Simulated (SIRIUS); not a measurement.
# Sn in SIRIUS: convergence with core states

Input of the first run (core states Sn 1s2s2p3s3p3d4s4p); the others differ in this setting and in those tied to it:

File sirius.json:

```json
{
  "control": {
    "processing_unit": "cpu",
    "std_evp_solver_name": "lapack",
    "gen_evp_solver_name": "lapack",
    "verbosity": 2,
    "print_forces": true,
    "ortho_rf": true,
    "use_second_variation": true,
    "rmt_max": 3.0,
    "num_bands_to_print": 21,
    "save_wf": true
  },
  "parameters": {
    "electronic_structure_method": "full_potential_lapwlo",
    "xc_functionals": ["XC_GGA_X_PBE_SOL", "XC_GGA_C_PBE_SOL"],
    "core_relativity": "dirac",
    "valence_relativity": "iora",
    "num_fv_states": 21,
    "smearing": "fermi_dirac",
    "smearing_width": 0.0018374661,
    "pw_cutoff": 20,
    "gk_cutoff": 3.31,
    "lmax_apw": 10,
    "lmax_rho": 8,
    "lmax_pot": 8,
    "num_mag_dims": 0,
    "auto_rmt": 0,
    "ngridk": [9, 9, 9],
    "shiftk": [0, 0, 0],
    "num_dft_iter": 80,
    "energy_tol": 1e-07,
    "density_tol": 1e-05,
    "use_symmetry": true
  },
  "settings": {"tol_ne": 1e-10},
  "iterative_solver": {"type": "exact"},
  "mixer": {"type": "anderson", "beta": 0.5, "max_history": 8},
  "unit_cell": {
    "lattice_vectors": [
      [-5.5560602284, 5.5560602284, 3.0222427496],
      [5.5560602284, -5.5560602284, 3.0222427496],
      [5.5560602284, 5.5560602284, -3.0222427496]
    ],
    "atom_types": ["Sn"],
    "atom_files": {"Sn": "Sn.json"},
    "atoms": {"Sn": [[0.0, 0.0, 0.0], [0.75, 0.25, 0.5]]}
  }
}
```

Sn.json

```json
{
  "name": "tin",
  "symbol": "Sn",
  "number": 50,
  "mass": 118.71,
  "rmin": 1e-06,
  "rmt": 2.54,
  "nrmt": 800,
  "rinf": 17.22,
  "core": "1s2s2p3s3p3d4s4p",
  "valence": [
    {"basis": [{"enu": -0.21, "dme": 0, "n": 0, "auto": 0}, {"enu": -0.21, "dme": 1, "n": 0, "auto": 0}]},
    {"l": 0, "n": 1, "basis": [{"enu": -0.187, "dme": 0, "n": 0, "auto": 0}]},
    {"l": 1, "n": 2, "basis": [{"enu": -0.11, "dme": 0, "n": 0, "auto": 0}]},
    {"l": 2, "n": 3, "basis": [{"enu": -0.11, "dme": 0, "n": 0, "auto": 0}]},
    {"l": 3, "n": 4, "basis": [{"enu": -0.11, "dme": 0, "n": 0, "auto": 0}]}
  ],
  "lo": [
    {
      "l": 0,
      "basis": [{"enu": -0.187, "dme": 0, "n": 0, "auto": 0}, {"enu": -0.187, "dme": 1, "n": 0, "auto": 0}]
    },
    {
      "l": 0,
      "basis": [{"enu": -0.187, "dme": 1, "n": 0, "auto": 0}, {"enu": -0.187, "dme": 2, "n": 0, "auto": 0}]
    },
    {
      "l": 0,
      "basis": [{"enu": -0.187, "dme": 0, "n": 0, "auto": 0}, {"enu": 1.673, "dme": 0, "n": 0, "auto": 0}]
    },
    {"l": 1, "basis": [{"enu": -0.11, "dme": 0, "n": 0, "auto": 0}, {"enu": -0.11, "dme": 1, "n": 0, "auto": 0}]},
    {"l": 1, "basis": [{"enu": -0.11, "dme": 1, "n": 0, "auto": 0}, {"enu": -0.11, "dme": 2, "n": 0, "auto": 0}]},
    {"l": 1, "basis": [{"enu": -0.11, "dme": 0, "n": 0, "auto": 0}, {"enu": 2.029, "dme": 0, "n": 0, "auto": 0}]},
    {"l": 2, "basis": [{"enu": -0.11, "dme": 0, "n": 0, "auto": 0}, {"enu": -0.11, "dme": 1, "n": 0, "auto": 0}]},
    {
      "l": 2,
      "basis": [{"enu": -0.9216, "dme": 0, "n": 4, "auto": 1}, {"enu": -0.9216, "dme": 1, "n": 4, "auto": 1}]
    },
    {
      "l": 2,
      "basis": [{"enu": -0.9216, "dme": 1, "n": 4, "auto": 1}, {"enu": -0.11, "dme": 0, "n": 0, "auto": 0}]
    },
    {"l": 2, "basis": [{"enu": -0.11, "dme": 0, "n": 0, "auto": 0}, {"enu": 3.114, "dme": 0, "n": 0, "auto": 0}]},
    {"l": 3, "basis": [{"enu": -0.11, "dme": 0, "n": 0, "auto": 0}, {"enu": -0.11, "dme": 1, "n": 0, "auto": 0}]},
    {"l": 3, "basis": [{"enu": -0.11, "dme": 0, "n": 0, "auto": 0}, {"enu": 2.587, "dme": 0, "n": 0, "auto": 0}]}
  ],
  "free_atom": [... radial grid and density of the free atom, the start of the SCF ...]
}
```

sirius_start.json

```json
{
  "control": {
    "processing_unit": "cpu",
    "std_evp_solver_name": "lapack",
    "gen_evp_solver_name": "lapack",
    "verbosity": 1,
    "print_forces": false,
    "ortho_rf": true,
    "use_second_variation": true,
    "rmt_max": 3.0,
    "num_bands_to_print": 21,
    "save_wf": false
  },
  "parameters": {
    "electronic_structure_method": "full_potential_lapwlo",
    "xc_functionals": ["XC_LDA_X", "XC_LDA_C_PW"],
    "core_relativity": "dirac",
    "valence_relativity": "iora",
    "num_fv_states": 21,
    "smearing": "fermi_dirac",
    "smearing_width": 0.0055123983,
    "pw_cutoff": 20,
    "gk_cutoff": 2.65,
    "lmax_apw": 10,
    "lmax_rho": 8,
    "lmax_pot": 8,
    "num_mag_dims": 0,
    "auto_rmt": 0,
    "ngridk": [4, 4, 4],
    "shiftk": [0, 0, 0],
    "num_dft_iter": 30,
    "energy_tol": 0.01,
    "density_tol": 0.05,
    "use_symmetry": true
  },
  "settings": {"tol_ne": 1e-10},
  "iterative_solver": {"type": "exact"},
  "mixer": {"type": "anderson", "beta": 0.5, "max_history": 8},
  "unit_cell": {
    "lattice_vectors": [
      [-5.5560602284, 5.5560602284, 3.0222427496],
      [5.5560602284, -5.5560602284, 3.0222427496],
      [5.5560602284, 5.5560602284, -3.0222427496]
    ],
    "atom_types": ["Sn"],
    "atom_files": {"Sn": "Sn.json"},
    "atoms": {"Sn": [[0.0, 0.0, 0.0], [0.75, 0.25, 0.5]]}
  }
}
```

Potentials or basis: all-electron FP-LAPW, apw+lo standard.

Command:

```console
$ OMP_NUM_THREADS=1 sirius.scf --input=sirius_start.json --output=start.json
$ OMP_NUM_THREADS=1 sirius.scf --input=sirius.json --output=output.json --task=1
```

Hardware: 1 thread of Arm Neoverse V1, on a shared host.

```
        core states  energy less the tightest run, at zero smearing (meV/atom)  SCF cycles  CPU time (s)  peak memory (GiB)
Sn 1s2s2p3s3p3d4s4p                                                 -378478.94          12           140               0.56
  Sn 1s2s2p3s3p3d4s                                                       0.76           7            83               0.58
    Sn 1s2s2p3s3p3d                                                       0.00           7            84               0.58
```

Against the tightest run, the energy stays within 1 meV/atom from Sn 1s2s2p3s3p3d4s on. The tightest run that finished is the yardstick and may itself not be fully converged.

Caveat, for the tightest run too: total energies shift when a shell moves between core and valence, since the two are treated with different relativity.

The runs don't all hold the same shells in valence.
